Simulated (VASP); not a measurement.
# C (C2/m) in VASP: further runs

Runs on C. Level: PBEsol. Tasks: single point.

Program: VASP 6.6.1. These are calculated values, not measurements. Logs are shortened: lines on timing, memory, paths and dates and some standing lists are left out, and cuts for length are marked.

### Step 1. Starting point

It takes space group C2/m (No. 12, monoclinic). The conventional cell has a = 4.255 Å, b = 2.457 Å, c = 3.765 Å, α = 90.00°, β = 111.49°, γ = 90.00°. Around C (site symmetry m) lie 3 C at 1.42 Å.

This is a stacking variant of graphite.

### Step 2. Single point, PBEsol

The input, INCAR:

```
  PREC = Accurate
  ENCUT = 460
  EDIFF = 1E-6
  ISMEAR = 0
  SIGMA = 0.05
  LREAL = F
  LASPH = T
  NELM = 100
  ALGO = Normal
  ISIF = 2
  LWAVE = F
  LCHARG = F
  GGA = PS
  ADDGRID = F
```

The input, KPOINTS:

```
regular mesh
0
Gamma
  3 3 2
```

The input, POSCAR:

```
C
1.0
    2.1273203072     -1.2282824400      0.0000000000
    2.1273203072      1.2282824400      0.0000000000
   -1.3790696309      0.0000000000      3.5028300786
C
2
Direct
    0.1666444700      0.1666444700      0.9999069600
    0.8333555300      0.8333555300      0.0000930400
```

Potentials or basis: VASP PAW PBE potentials, release 64 (C).

Run with:

```sh
cat potpaw_PBE.64/C/POTCAR > POTCAR
mpirun -np 1 vasp_std > vasp.out
```

OUTCAR:

```text
PREC = Accurate
   ENCUT = 460
   EDIFF = 1E-6
   ISMEAR = 0
   LREAL = F
   LASPH = T
   NELM = 100
   ISIF = 2
   GGA = PS

 Found      8 irreducible k-points:

 Following reciprocal coordinates:
            Coordinates               Weight
  0.000000  0.000000  0.000000      1.000000
  0.333333  0.000000  0.000000      4.000000
  0.333333  0.333333  0.000000      2.000000
 -0.333333  0.333333  0.000000      2.000000
  0.000000  0.000000  0.500000      1.000000
  0.333333  0.000000  0.500000      4.000000
   k-points           NKPTS =      8   k-points in BZ     NKDIM =      8   number of bands    NBANDS=      8
   number of dos      NEDOS =    301   number of ions     NIONS =      2
   total plane-waves  NPLWV =   9072
   dimension x,y,z NGX =    18 NGY =   18 NGZ =   28
   dimension x,y,z NGXF=    36 NGYF=   36 NGZF=   56
   ions per type =               2
   NGX,Y,Z   is equivalent  to a cutoff of  12.18, 12.18, 12.37 a.u.
   NGXF,Y,Z  is equivalent  to a cutoff of  24.36, 24.36, 24.73 a.u.
 SYSTEM =  unknown system
   PREC   = accura    normal or accurate (medium, high low for compatibility)
   ISTART =      0    job   : 0-new  1-cont  2-samecut
   ICHARG =      2    charge: 1-file 2-atom 10-const
   ISPIN  =      1    spin polarized calculation?
   LNONCOLLINEAR =      F non collinear calculations
   LSORBIT =      F    spin-orbit coupling
   LASPH  =      T    aspherical Exc in radial PAW
   ENCUT  =  460.0 eV  33.81 Ry    5.81 a.u.   4.30  4.30  6.58*2*pi/ulx,y,z
   NELM   =    100;   NELMIN=  2; NELMDL= -5     # of ELM steps
   EDIFF  = 0.1E-05   stopping-criterion for ELM
   LREAL  =      F    real-space projection
   EDIFFG = 0.1E-04   stopping-criterion for IOM
   NSW    =      0    number of steps for IOM
   IBRION =     -1    ionic relax: 0-MD 1-quasi-New 2-CG
   NFREE  =      0    steps in history (QN), initial steepest desc. (CG)
   ISIF   =      2    stress and relaxation
   ISYM   =      2    0-nonsym 1-usesym 2-fastsym
   POTIM  = 0.5000    time-step for ionic-motion
   TEBEG  =    0.0;   TEEND  =   0.0 temperature during run
   PSTRESS=    0.0 pullay stress
   NELECT =       8.0000    total number of electrons
   NUPDOWN=      -1.0000    fix difference up-down
   EMIN   =  10.00;   EMAX   =-10.00  energy-range for DOS
   EFERMI =   0.00;   METHOD = LEGACY
   ISMEAR =     0;   SIGMA  =   0.05  broadening in eV -4-tet -1-fermi 0-gaus
   EFERMI_NEDOS =   21; number of points for ismear=-14 and -15
   IALGO  =     38    algorithm
   IMIX   =      4    mixing-type and parameters
     AMIX     =   0.40;   BMIX     =  1.00
     AMIX_MAG =   1.60;   BMIX_MAG =  1.00
  volume/ion in A,a.u.               =       9.15        61.77
  Fermi-wavevector in a.u.,A,eV,Ry     =   1.242352  2.347705 20.999765  1.543439
  Thomas-Fermi vector in A             =   2.376710
   LORBIT       =      0    0 simple, 1 ext, 2 COOP (PROOUT), +10 PAW based schemes
   GGA     = PS    functional components
   LHFCALC =     F    Hartree Fock is set to
   AEXX    =    0.0000 exact exchange contribution
   IVDW    =     0    specifies the selected vdW correction
   LEPSILON=     F    determine dielectric tensor
   LRPA    =     F    only Hartree local field effects (RPA)
 non-spin polarized calculation
 Gauss-broadening in eV      SIGMA  =   0.05
  energy-cutoff  :      460.00
  volume of cell :       18.31
 maximum number of plane-waves:       424
 NGX is ok and might be reduce to    18
   NGX =  9   NGY =  9   NGZ = 13

 number of electron       8.0000000 magnetization

 Free energy of the ion-electron system (eV)
  ---------------------------------------------------
  ext. energy  EPLUGINS =         0.00000000
  ---------------------------------------------------
  free energy    TOTEN  =       -18.81556246 eV

  energy without entropy =      -18.81556246  energy(sigma->0) =      -18.81556246

 E-fermi :   4.2738     XC(G=0): -10.2838

 val. band max:        4.0540673645   @ k =  -0.3333   0.3333   0.0000
 cond. band min:       4.5372558029   @ k =  -0.3333   0.3333   0.5000
 fundamental gap:      0.4831884383
 Fermi energy:         4.2737791716

 k-point     1 :       0.0000    0.0000    0.0000
  band No.  band energies     occupation
      1     -15.3771      2.00000
      2      -2.5792      2.00000
      3       1.3247      2.00000
      4       1.3257      2.00000
      5       7.9603      0.00000
      6      12.6849      0.00000
      7      12.6910      0.00000
      8      15.8394      0.00000

 k-point     2 :       0.3333    0.0000    0.0000
  band No.  band energies     occupation
      1     -12.7331      2.00000
      2      -5.3302      2.00000
      3      -1.4573      2.00000
      4       0.1547      2.00000
      5       9.3077      0.00000
      6      11.6500      0.00000
      7      12.2965      0.00000
      8      19.8395      0.00000

 k-point     3 :       0.3333    0.3333    0.0000
  band No.  band energies     occupation
      1     -12.6813      2.00000
      2      -5.2799      2.00000
      3      -1.4866      2.00000
      4      -0.2827      2.00000
      5       8.9166      0.00000
      6      11.9322      0.00000
      7      12.9963      0.00000
      8      20.7154      0.00000

 k-point     4 :      -0.3333    0.3333    0.0000
  band No.  band energies     occupation
      1      -8.2927      2.00000
      2      -8.2211      2.00000
      3      -6.3797      2.00000
      4       4.0541      2.00000
      5       4.5607      0.00000
      6      14.7245      0.00000
      7      16.5611      0.00000
      8      19.0968      0.00000

 k-point     5 :       0.0000    0.0000    0.5000
  band No.  band energies     occupation
      1     -15.1577      2.00000
      2      -4.1916      2.00000
      3       1.3115      2.00000
      4       1.3145      2.00000
      5      12.6528      0.00000
      6      12.6542      0.00000
      7      13.6065      0.00000
      8      15.9849      0.00000

 k-point     6 :       0.3333    0.0000    0.5000
  band No.  band energies     occupation
      1     -12.5901      2.00000
      2      -5.3127      2.00000
      3      -1.4897      2.00000
      4      -0.9284      2.00000
      5       9.1608      0.00000
      6      11.9606      0.00000
      7      15.3975      0.00000
      8      20.4229      0.00000

 [... further k-points ...]

------------------------ aborting loop because EDIFF is reached ----------------------------------------

  FORCE on cell =-STRESS in cart. coord.  units (eV):
  Direction    XX          YY          ZZ          XY          YZ          ZX
  --------------------------------------------------------------------------------------
  -------------------------------------------------------------------------------------
  Total        0.5964058      0.8787912     -0.5464994      0.0000000      0.0000000     -0.4756753
  in kB       52.2002114     76.9158920    -47.8321693      0.0000000      0.0000000    -41.6333166
  external PRESSURE =      27.0946447 kB  Pullay stress =       0.0000000 kB

 VOLUME and BASIS-vectors are now :
 -----------------------------------------------------------------------------
  energy-cutoff  :      460.00
  volume of cell :       18.31
      direct lattice vectors                 reciprocal lattice vectors
     2.127320307 -1.228282440  0.000000000     0.235037478 -0.407072497  0.092534619
     2.127320307  1.228282440  0.000000000     0.235037478  0.407072497  0.092534619
    -1.379069631  0.000000000  3.502830079     0.000000000  0.000000000  0.285483446

 POSITION                                       TOTAL-FORCE (eV/Angst)
 -----------------------------------------------------------------------------------
     -0.66993      0.00000      3.50250         0.086399      0.000000     -0.241579
      3.54550      0.00000      0.00033        -0.086399      0.000000      0.241579
 -----------------------------------------------------------------------------------
    total drift:                               -0.000000     -0.000000      0.000000

  FREE ENERGIE OF THE ION-ELECTRON SYSTEM (eV)
  ---------------------------------------------------
  free  energy   TOTEN  =       -18.8155624602 eV

  energy  without entropy=      -18.8155624602  energy(sigma->0) =      -18.81556246
```

It took 7.1 s on 1 thread of Intel Xeon Platinum 8488C (Sapphire Rapids), shared host; peak memory 0.11 GiB.

These settings aren't checked as converged: the numbers below hold their error.

What came out:

| Property | Result |
| --- | --- |
| Free energy | -18.8156 eV |
| Pressure | 2.7 GPa |
| Largest force | 0.257 eV/Å |
| Band gap on the k mesh | 0.48 eV, indirect (least direct gap 0.51 eV) |

Caveat: the k mesh is coarse (spacing up to 1.00 Å⁻¹), so the values aren't converged; the cutoff is under 1.25 times the usual one of these potentials, so pressure, stress and relaxed cells hold a basis-set (Pulay) error; the PAW data sets were made with another functional, which shifts forces and pressure a little; an odd mesh through Γ misses points on the zone boundary, where band edges often lie; this functional lacks dispersion, which binds the layers, so the pressure and a relaxed spacing across them are unreliable.

### Step 3. Single point, PBEsol

Edit INCAR of step 2 so:

```diff
@@ -1,3 +1,3 @@
   PREC = Accurate
-  ENCUT = 460
+  ENCUT = 520
   EDIFF = 1E-6
```

KPOINTS is that of step 2.

POSCAR is that of step 2.

Potentials or basis: VASP PAW PBE potentials, release 64 (C).

Run with:

```sh
cat potpaw_PBE.64/C/POTCAR > POTCAR
mpirun -np 1 vasp_std > vasp.out
```

OUTCAR:

```text
PREC = Accurate
   ENCUT = 520
   EDIFF = 1E-6
   ISMEAR = 0
   LREAL = F
   LASPH = T
   NELM = 100
   ISIF = 2
   GGA = PS

 Found      8 irreducible k-points:

 Following reciprocal coordinates:
            Coordinates               Weight
  0.000000  0.000000  0.000000      1.000000
  0.333333  0.000000  0.000000      4.000000
  0.333333  0.333333  0.000000      2.000000
 -0.333333  0.333333  0.000000      2.000000
  0.000000  0.000000  0.500000      1.000000
  0.333333  0.000000  0.500000      4.000000
   k-points           NKPTS =      8   k-points in BZ     NKDIM =      8   number of bands    NBANDS=      8
   number of dos      NEDOS =    301   number of ions     NIONS =      2
   total plane-waves  NPLWV =   9072
   dimension x,y,z NGX =    18 NGY =   18 NGZ =   28
   dimension x,y,z NGXF=    36 NGYF=   36 NGZF=   56
   ions per type =               2
   NGX,Y,Z   is equivalent  to a cutoff of  12.18, 12.18, 12.37 a.u.
   NGXF,Y,Z  is equivalent  to a cutoff of  24.36, 24.36, 24.73 a.u.
 SYSTEM =  unknown system
   PREC   = accura    normal or accurate (medium, high low for compatibility)
   ISTART =      0    job   : 0-new  1-cont  2-samecut
   ICHARG =      2    charge: 1-file 2-atom 10-const
   ISPIN  =      1    spin polarized calculation?
[... 60 lines left out ...]
 Fermi energy:         4.2977049813

 k-point     1 :       0.0000    0.0000    0.0000
  band No.  band energies     occupation
      1     -15.3768      2.00000
      2      -2.5788      2.00000
      3       1.3246      2.00000
      4       1.3255      2.00000
      5       7.9603      0.00000
      6      12.6824      0.00000
      7      12.6885      0.00000
      8      15.8286      0.00000
[... 45 lines left out ...]
 k-point     6 :       0.3333    0.0000    0.5000
  band No.  band energies     occupation
      1     -12.5897      2.00000
      2      -5.3120      2.00000
      3      -1.4892      2.00000
      4      -0.9282      2.00000
      5       9.1583      0.00000
      6      11.9597      0.00000
      7      15.3938      0.00000
      8      20.4156      0.00000

 [... further k-points ...]

------------------------ aborting loop because EDIFF is reached ----------------------------------------

  FORCE on cell =-STRESS in cart. coord.  units (eV):
  Direction    XX          YY          ZZ          XY          YZ          ZX
  --------------------------------------------------------------------------------------
  -------------------------------------------------------------------------------------
  Total        0.6231178      0.9067499     -0.5085096      0.0000000      0.0000000     -0.4761105
  in kB       54.5381709     79.3629724    -44.5071294      0.0000000      0.0000000    -41.6714095
  external PRESSURE =      29.7980047 kB  Pullay stress =       0.0000000 kB

 VOLUME and BASIS-vectors are now :
 -----------------------------------------------------------------------------
  energy-cutoff  :      520.00
  volume of cell :       18.31
      direct lattice vectors                 reciprocal lattice vectors
     2.127320307 -1.228282440  0.000000000     0.235037478 -0.407072497  0.092534619
     2.127320307  1.228282440  0.000000000     0.235037478  0.407072497  0.092534619
    -1.379069631  0.000000000  3.502830079     0.000000000  0.000000000  0.285483446

 POSITION                                       TOTAL-FORCE (eV/Angst)
 -----------------------------------------------------------------------------------
     -0.66993      0.00000      3.50250         0.086143      0.000000     -0.241647
      3.54550      0.00000      0.00033        -0.086143      0.000000      0.241647
 -----------------------------------------------------------------------------------
    total drift:                               -0.000000     -0.000000      0.000000

  FREE ENERGIE OF THE ION-ELECTRON SYSTEM (eV)
  ---------------------------------------------------
  free  energy   TOTEN  =       -18.8123494919 eV

  energy  without entropy=      -18.8123494919  energy(sigma->0) =      -18.81234949
```

OSZICAR:

```text
N       E                     dE             d eps       ncg     rms          rms(c)
DAV:   1     0.792263802988E+01    0.79226E+01   -0.42687E+03   136   0.883E+02
DAV:   2    -0.194985873265E+02   -0.27421E+02   -0.26495E+02   168   0.121E+02
DAV:   3    -0.200521584251E+02   -0.55357E+00   -0.55357E+00   192   0.206E+01
DAV:   4    -0.200531653424E+02   -0.10069E-02   -0.10069E-02   192   0.910E-01
DAV:   5    -0.200531657095E+02   -0.36706E-06   -0.36710E-06   184   0.156E-02    0.654E+00
DAV:   6    -0.191131471299E+02    0.94002E+00   -0.10021E+00   136   0.705E+00    0.379E+00
DAV:   7    -0.188111201260E+02    0.30203E+00   -0.10573E+00   160   0.722E+00    0.981E-01
DAV:   8    -0.188123453192E+02   -0.12252E-02   -0.10164E-02   144   0.885E-01    0.762E-02
DAV:   9    -0.188122784255E+02    0.66894E-04   -0.37834E-04   192   0.156E-01    0.471E-02
DAV:  10    -0.188123498009E+02   -0.71375E-04   -0.96280E-05   168   0.808E-02    0.225E-02
DAV:  11    -0.188123494919E+02    0.30902E-06   -0.25533E-06   208   0.125E-02
   1 F= -.18812349E+02 E0= -.18812349E+02  d E =-.551049E-12
```

It took 7.2 s on 1 thread of Intel Xeon Platinum 8488C (Sapphire Rapids), shared host; peak memory 0.11 GiB.

These settings aren't checked as converged: the numbers below hold their error.

Results:

```yaml
Free_energy: -18.8123 eV
Pressure: 3.0 GPa
Largest_force: 0.257 eV/Å
Band_gap_on_the_k_mesh: 0.48 eV, indirect (least direct gap 0.51 eV)
```

Caveat: the k mesh is coarse (spacing up to 1.00 Å⁻¹), so the values aren't converged; the PAW data sets were made with another functional, which shifts forces and pressure a little; an odd mesh through Γ misses points on the zone boundary, where band edges often lie; this functional lacks dispersion, which binds the layers, so the pressure and a relaxed spacing across them are unreliable.

### Step 4. Single point, PBEsol

Edit INCAR of step 3 so:

```diff
@@ -1,3 +1,3 @@
   PREC = Accurate
-  ENCUT = 520
+  ENCUT = 650
   EDIFF = 1E-6
```

KPOINTS is that of step 3.

POSCAR is that of step 3.

Run with:

```sh
cat potpaw_PBE.64/C/POTCAR > POTCAR
mpirun -np 1 vasp_std > vasp.out
```

Wall time 4.3 s (1 thread of Intel Xeon Platinum 8488C (Sapphire Rapids), shared host); peak memory 0.12 GiB.

These settings aren't checked as converged: the numbers below hold their error.

What came out:

| Item | Value |
| --- | --- |
| Free energy | -18.8216 eV |
| Pressure | 2.4 GPa |
| Largest force | 0.257 eV/Å |
| Band gap on the k mesh | 0.48 eV, indirect (least direct gap 0.51 eV) |

Caveat: the k mesh is coarse (spacing up to 1.00 Å⁻¹), so the values aren't converged; the PAW data sets were made with another functional, which shifts forces and pressure a little; an odd mesh through Γ misses points on the zone boundary, where band edges often lie; this functional lacks dispersion, which binds the layers, so the pressure and a relaxed spacing across them are unreliable.
